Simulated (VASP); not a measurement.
# CaH (P4/mmm) in VASP: notebook

One crystal, CaH, is run at these levels: PBE, PBEsol, B3LYP, SCAN0; tasks: relaxation of cell and atoms, single point, atomic charges.

Program: VASP 6.6.1. These are calculated values, not measurements. Logs are shortened: lines on timing, memory, paths and dates and some standing lists are left out, and cuts for length are marked.

### 1 The structure

The structure is tetragonal, space group P4/mmm (No. 123). The conventional cell has a = 3.227 Å, b = 3.227 Å, c = 7.631 Å, α = 90.00°, β = 90.00°, γ = 90.00°. Ca (site symmetry 4/mmm) is surrounded by 4 Ca at 3.23 Å and 8 H at 3.52 Å. Around Ca (site symmetry 4/mmm) lie 8 H at 2.55 Å. H (site symmetry 4mm) is surrounded by 1 H at 2.28 Å and 4 Ca at 2.55 Å.

The cell was built by a generator and needn't be a form met in nature.

### 2 Relaxation of cell and atoms, PBE

The input, INCAR:

```
PREC = Accurate
ENCUT = 600
EDIFF = 1E-6
ISMEAR = 0
SIGMA = 0.05
LREAL = False
LASPH = True
NELM = 100
ALGO = Normal
ISIF = 3
LWAVE = False
LCHARG = False
GGA = PE
IBRION = 2
NSW = 40
EDIFFG = -0.01
```

The input, KPOINTS:

```
regular mesh
0
Gamma
  8 8 4
```

The input, POSCAR:

```
CaH
1.0
    3.2271100000      0.0000000000      0.0000000000
    0.0000000000      3.2271100000      0.0000000000
    0.0000000000      0.0000000000      7.6307800000
Ca H
2 2
Direct
    0.5000000000      0.5000000000      0.0000000000
    0.5000000000      0.5000000000      0.5000000000
    0.0000000000      0.0000000000      0.6492100000
    0.0000000000      0.0000000000      0.3507900000
```

Potentials or basis: VASP PAW PBE potentials, release 64 (Ca_sv, H).

Launch:

```console
$ cat potpaw_PBE.64/Ca_sv/POTCAR potpaw_PBE.64/H/POTCAR > POTCAR
$ mpirun -np 1 vasp_std > vasp.out
```

OUTCAR:

```text
PREC = Accurate
   ENCUT = 600
   EDIFF = 1E-6
   ISMEAR = 0
   LREAL = False
   LASPH = True
   NELM = 100
   ISIF = 3
   GGA = PE
   IBRION = 2
   NSW = 40
   EDIFFG = -0.01

 ion  position               nearest neighbor table
   1  0.500  0.500  0.000-
   2  0.500  0.500  0.500-
   3  0.000  0.000  0.649-
   4  0.000  0.000  0.351-

  LATTYP: Found a simple tetragonal cell.
 ALAT       =     3.2271100000
 C/A-ratio  =     2.3645862707

  Lattice vectors:

 A1 = (   3.2271100000,   0.0000000000,   0.0000000000)
 A2 = (   0.0000000000,   3.2271100000,   0.0000000000)
 A3 = (   0.0000000000,   0.0000000000,   7.6307800000)

Analysis of symmetry for initial positions (statically):
=====================================================================
 Subroutine PRICEL returns:
 Original cell was already a primitive cell.

 Routine SETGRP: Setting up the symmetry group for a
 simple tetragonal supercell.

 Subroutine GETGRP returns: Found 16 space group operations
 (whereof 16 operations were pure point group operations)
 out of a pool of 16 trial point group operations.

The static configuration has the point symmetry D_4h.

Analysis of symmetry for dynamics (positions and initial velocities):
=====================================================================
 Subroutine PRICEL returns:
 Original cell was already a primitive cell.

 Routine SETGRP: Setting up the symmetry group for a
 simple tetragonal supercell.

 Subroutine GETGRP returns: Found 16 space group operations
 (whereof 16 operations were pure point group operations)
 out of a pool of 16 trial point group operations.

The dynamic configuration has the point symmetry D_4h.

 Subroutine INISYM returns: Found 16 space group operations
 (whereof 16 operations are pure point group operations),
 and found     1 'primitive' translations

----------------------------------------------------------------------------------------

                                     Primitive cell

  volume of cell :      79.4688

  direct lattice vectors                    reciprocal lattice vectors
     3.227110000  0.000000000  0.000000000     0.309874780  0.000000000  0.000000000
     0.000000000  3.227110000  0.000000000     0.000000000  0.309874780  0.000000000
     0.000000000  0.000000000  7.630780000     0.000000000  0.000000000  0.131048202

  length of vectors
     3.227110000  3.227110000  7.630780000     0.309874780  0.309874780  0.131048202

  position of ions in fractional coordinates (direct lattice)
     0.500000000  0.500000000  0.000000000
     0.500000000  0.500000000  0.500000000
     0.000000000  0.000000000  0.649210000
     0.000000000  0.000000000  0.350790000

  ion indices of the primitive-cell ions
   primitive index   ion index
                 1           1
                 2           2
                 3           3
                 4           4

----------------------------------------------------------------------------------------

 KPOINTS: regular mesh

Automatic generation of k-mesh.
 Grid dimensions read from file:
 generate k-points for:    8    8    4

 Generating k-lattice:

  Cartesian coordinates                     Fractional coordinates (reciprocal lattice)
     0.038734347  0.000000000  0.000000000     0.125000000  0.000000000  0.000000000
     0.000000000  0.038734347  0.000000000     0.000000000  0.125000000  0.000000000
     0.000000000  0.000000000  0.032762051     0.000000000  0.000000000  0.250000000

  Length of vectors
     0.038734347  0.038734347  0.032762051

  Shift w.r.t. Gamma in fractional coordinates (k-lattice)
     0.000000000  0.000000000  0.000000000

 Subroutine IBZKPT returns following result:
 ===========================================

 Found     45 irreducible k-points:

 Following reciprocal coordinates:
            Coordinates               Weight
  0.000000  0.000000  0.000000      1.000000
  0.125000  0.000000  0.000000      4.000000
  0.250000  0.000000  0.000000      4.000000
  0.375000  0.000000  0.000000      4.000000
  0.500000  0.000000  0.000000      2.000000
  0.125000  0.125000  0.000000      4.000000
[... 16 lines left out ...]
  0.375000  0.125000  0.250000     16.000000
  0.500000  0.125000  0.250000      8.000000
 [... further k-points ...]
   k-points           NKPTS =     45   k-points in BZ     NKDIM =     45   number of bands    NBANDS=     15
   number of dos      NEDOS =    301   number of ions     NIONS =      4
   total plane-waves  NPLWV =  50176
   dimension x,y,z NGX =    28 NGY =   28 NGZ =   64
   dimension x,y,z NGXF=    56 NGYF=   56 NGZF=  128
   ions per type =               2   2
   NGX,Y,Z   is equivalent  to a cutoff of  14.42, 14.42, 13.94 a.u.
   NGXF,Y,Z  is equivalent  to a cutoff of  28.85, 28.85, 27.89 a.u.
 SYSTEM =  unknown system
   PREC   = accura    normal or accurate (medium, high low for compatibility)
   ISTART =      0    job   : 0-new  1-cont  2-samecut
   ICHARG =      2    charge: 1-file 2-atom 10-const
   ISPIN  =      1    spin polarized calculation?
   LNONCOLLINEAR =      F non collinear calculations
   LSORBIT =      F    spin-orbit coupling
   LASPH  =      T    aspherical Exc in radial PAW
   ENCUT  =  600.0 eV  44.10 Ry    6.64 a.u.   6.45  6.45 15.24*2*pi/ulx,y,z
   NELM   =    100;   NELMIN=  2; NELMDL= -5     # of ELM steps
   EDIFF  = 0.1E-05   stopping-criterion for ELM
   LREAL  =      F    real-space projection
   EDIFFG = -.1E-01   stopping-criterion for IOM
   NSW    =     40    number of steps for IOM
   IBRION =      2    ionic relax: 0-MD 1-quasi-New 2-CG
   NFREE  =      1    steps in history (QN), initial steepest desc. (CG)
   ISIF   =      3    stress and relaxation
   ISYM   =      2    0-nonsym 1-usesym 2-fastsym
   POTIM  = 0.5000    time-step for ionic-motion
   TEBEG  =    0.0;   TEEND  =   0.0 temperature during run
   PSTRESS=    0.0 pullay stress
   NELECT =      22.0000    total number of electrons
   NUPDOWN=      -1.0000    fix difference up-down
   EMIN   =  10.00;   EMAX   =-10.00  energy-range for DOS
   EFERMI =   0.00;   METHOD = LEGACY
   ISMEAR =     0;   SIGMA  =   0.05  broadening in eV -4-tet -1-fermi 0-gaus
   EFERMI_NEDOS =   21; number of points for ismear=-14 and -15
   IALGO  =     38    algorithm
   IMIX   =      4    mixing-type and parameters
     AMIX     =   0.40;   BMIX     =  1.00
     AMIX_MAG =   1.60;   BMIX_MAG =  1.00
  volume/ion in A,a.u.               =      19.87       134.07
  Fermi-wavevector in a.u.,A,eV,Ry     =   1.066965  2.016272 15.489071  1.138415
  Thomas-Fermi vector in A             =   2.202566
   LORBIT       =      0    0 simple, 1 ext, 2 COOP (PROOUT), +10 PAW based schemes
   GGA     = PE    functional components
   LHFCALC =     F    Hartree Fock is set to
   AEXX    =    0.0000 exact exchange contribution
   IVDW    =     0    specifies the selected vdW correction
   LEPSILON=     F    determine dielectric tensor
   LRPA    =     F    only Hartree local field effects (RPA)
 conjugate gradient relaxation of ions
 non-spin polarized calculation
 Gauss-broadening in eV      SIGMA  =   0.05
  energy-cutoff  :      600.00
  volume of cell :       79.47
 maximum number of plane-waves:      2674
 NGX is ok and might be reduce to    28
   NGX = 13   NGY = 13   NGZ = 31

--------------------------------------- Ionic step        1  -------------------------------------------

 number of electron      22.0000001 magnetization

 Free energy of the ion-electron system (eV)
  ---------------------------------------------------
  ext. energy  EPLUGINS =         0.00000000
  ---------------------------------------------------
  free energy    TOTEN  =       -10.13702174 eV

  energy without entropy =      -10.13426872  energy(sigma->0) =      -10.13564523

------------------------ aborting loop because EDIFF is reached ----------------------------------------

  FORCE on cell =-STRESS in cart. coord.  units (eV):
  Direction    XX          YY          ZZ          XY          YZ          ZX
  --------------------------------------------------------------------------------------
  -------------------------------------------------------------------------------------
  Total        0.0668743      0.0668743      0.0258784      0.0000000      0.0000000      0.0000000
  in kB        1.3482591      1.3482591      0.5217377      0.0000000      0.0000000      0.0000000
  external PRESSURE =       1.0727520 kB  Pullay stress =       0.0000000 kB

 VOLUME and BASIS-vectors are now :
 -----------------------------------------------------------------------------
  energy-cutoff  :      600.00
  volume of cell :       79.47
      direct lattice vectors                 reciprocal lattice vectors
     3.227110000  0.000000000  0.000000000     0.309874780  0.000000000  0.000000000
     0.000000000  3.227110000  0.000000000     0.000000000  0.309874780  0.000000000
     0.000000000  0.000000000  7.630780000     0.000000000  0.000000000  0.131048202
[... 39 lines left out ...]
 POSITION                                       TOTAL-FORCE (eV/Angst)
 -----------------------------------------------------------------------------------
      1.61486      1.61486      0.00000        -0.000000      0.000000      0.000000
      1.61486      1.61486      3.81658        -0.000000      0.000000      0.000000
      0.00000      0.00000      4.95620        -0.000000      0.000000      0.011717
      3.22971      3.22971      2.67697         0.000000     -0.000000     -0.011717
 -----------------------------------------------------------------------------------
    total drift:                                0.000000      0.000000      0.000000

  FREE ENERGIE OF THE ION-ELECTRON SYSTEM (eV)
  ---------------------------------------------------
  free  energy   TOTEN  =       -10.1371304634 eV

  energy  without entropy=      -10.1343320264  energy(sigma->0) =      -10.13573124

--------------------------------------- Ionic step        3  -------------------------------------------

 number of electron      22.0000001 magnetization

 Free energy of the ion-electron system (eV)
  ---------------------------------------------------
  ext. energy  EPLUGINS =         0.00000000
  ---------------------------------------------------
  free energy    TOTEN  =       -10.13718761 eV

  energy without entropy =      -10.13430816  energy(sigma->0) =      -10.13574788

 E-fermi :   2.7465     XC(G=0):  -8.2647

 val. band max:        2.7301476973   @ k =   0.3750   0.0000   0.2500
 cond. band min:       2.7608487051   @ k =   0.5000   0.2500   0.0000
 fundamental gap:      0.0307010077
 Fermi energy:         2.7464973557

 k-point     1 :       0.0000    0.0000    0.0000
  band No.  band energies     occupation
      1     -39.6217      2.00000
      2     -39.3935      2.00000
      3     -20.7137      2.00000
      4     -20.4021      2.00000
      5     -20.3693      2.00000
      6     -20.3693      2.00000
      7     -20.1901      2.00000
      8     -20.1901      2.00000
      9      -3.9258      2.00000
     10      -1.3131      2.00000
     11      -0.0988      2.00000
     12       3.0171      0.00000
     13       3.2614      0.00000
     14       3.5517      0.00000
     15       5.9804      0.00000
[... 397 lines left out ...]
 k-point    24 :       0.5000    0.1250    0.2500
  band No.  band energies     occupation
      1     -39.5667      2.00000
      2     -39.3373      2.00000
      3     -20.8027      2.00000
      4     -20.6496      2.00000
      5     -20.6387      2.00000
      6     -20.3932      2.00000
      7     -20.3401      2.00000
      8     -20.2122      2.00000
      9      -1.7551      2.00000
     10      -0.6433      2.00000
     11       1.9889      2.00000
     12       3.1639      0.00000
     13       3.3982      0.00000
     14       3.8758      0.00000
     15       4.2144      0.00000

 [... further k-points ...]

------------------------ aborting loop because EDIFF is reached ----------------------------------------

  FORCE on cell =-STRESS in cart. coord.  units (eV):
  Direction    XX          YY          ZZ          XY          YZ          ZX
  --------------------------------------------------------------------------------------
  -------------------------------------------------------------------------------------
  Total       -0.0088526     -0.0088526     -0.0152498      0.0000000     -0.0000000      0.0000000
  in kB       -0.1775967     -0.1775967     -0.3059355      0.0000000     -0.0000000      0.0000000
  external PRESSURE =      -0.2203763 kB  Pullay stress =       0.0000000 kB

 VOLUME and BASIS-vectors are now :
 -----------------------------------------------------------------------------
  energy-cutoff  :      600.00
  volume of cell :       79.86
      direct lattice vectors                 reciprocal lattice vectors
     3.233807743  0.000000000  0.000000000     0.309232978  0.000000000  0.000000000
     0.000000000  3.233807743  0.000000000     0.000000000  0.309232978 -0.000000000
     0.000000000  0.000000000  7.636908617     0.000000000 -0.000000000  0.130943036

 POSITION                                       TOTAL-FORCE (eV/Angst)
 -----------------------------------------------------------------------------------
      1.61690      1.61690      0.00000         0.000000     -0.000000      0.000000
      1.61690      1.61690      3.81845         0.000000      0.000000      0.000000
      0.00000      3.23381      4.95969         0.000000      0.000000      0.008416
      0.00000      0.00000      2.67722        -0.000000     -0.000000     -0.008416
 -----------------------------------------------------------------------------------
    total drift:                                0.000000      0.000000      0.000000

  FREE ENERGIE OF THE ION-ELECTRON SYSTEM (eV)
  ---------------------------------------------------
  free  energy   TOTEN  =       -10.1371876060 eV

  energy  without entropy=      -10.1343081557  energy(sigma->0) =      -10.13574788

 reached required accuracy - stopping structural energy minimisation
```

Wall time 57 s (1 thread of Intel Xeon 6975P-C (Granite Rapids), shared host); peak memory 0.25 GiB.

Results:

```yaml
Free_energy: -10.1372 eV
Relaxed_volume: 19.97 Å³/atom
Relaxed_cell: a = 3.234 Å, b = 3.234 Å, c = 7.637 Å, α = 90.00°, β = 90.00°, γ = 90.00°
Space_group_after_relaxing_to_0.05_Å: P4/mmm (No. 123)
Energy_gained_by_relaxing: 0.0 meV/atom
Ionic_steps: 3
Pressure_after_relaxing: 0.0 GPa
Largest_force_after_relaxing: 0.008 eV/Å
Band_gap_on_the_k_mesh: none (metal or under the smearing width)
```

Forces on the atoms (eV/Å):
```
Ca   0.000  0.000  0.000
Ca   0.000  0.000  0.000
H    0.000  0.000  0.008
H    0.000  0.000 -0.008
```

The path:
```csv
step,energy change (eV),largest force (eV/Å),pressure (GPa),volume (Å³)
1,0.0000,0.0139,0.11,79.47
2,-0.0001,0.0117,0.06,79.62
3,-0.0002,0.0084,-0.02,79.86
```

Final structure:
```
Ca H
1.0
     3.23381    0.00000    0.00000
     0.00000    3.23381    0.00000
     0.00000    0.00000    7.63691
Ca H
2 2
Direct
  0.50000 0.50000 0.00000
  0.50000 0.50000 0.50000
  0.00000 0.00000 0.64944
  0.00000 0.00000 0.35056
```

Levels at points of the mesh, in eV from the Fermi level:
| k point | band 7 | band 8 | band 9 | band 10 | band 11 | band 12 | band 13 | band 14 | band 15 |
| --- | --- | --- | --- | --- | --- | --- | --- | --- | --- |
| (0.00, 0.00, 0.00) | -22.94 | -22.94 | -6.67 | -4.06 | -2.85 | 0.27 | 0.51 | 0.81 | 3.23 |
| (0.50, 0.00, 0.00) | -23.08 | -22.89 | -4.48 | -3.59 | -1.25 | 0.37 | 0.95 | 1.17 | 1.23 |
| (0.50, 0.50, 0.00) | -23.32 | -23.04 | -4.64 | -1.49 | -0.61 | 0.50 | 0.50 | 1.47 | 2.35 |
| (0.00, 0.00, 0.50) | -22.94 | -22.94 | -6.52 | -4.78 | -1.64 | -0.18 | 0.57 | 0.74 | 2.15 |
| (0.50, 0.00, 0.50) | -23.08 | -22.89 | -4.50 | -3.55 | -0.63 | -0.47 | 0.75 | 1.33 | 1.36 |
| (0.50, 0.50, 0.50) | -23.32 | -23.05 | -4.61 | -1.89 | -0.02 | 1.01 | 1.01 | 1.09 | 1.09 |

(Continued in part 2 of 2.)
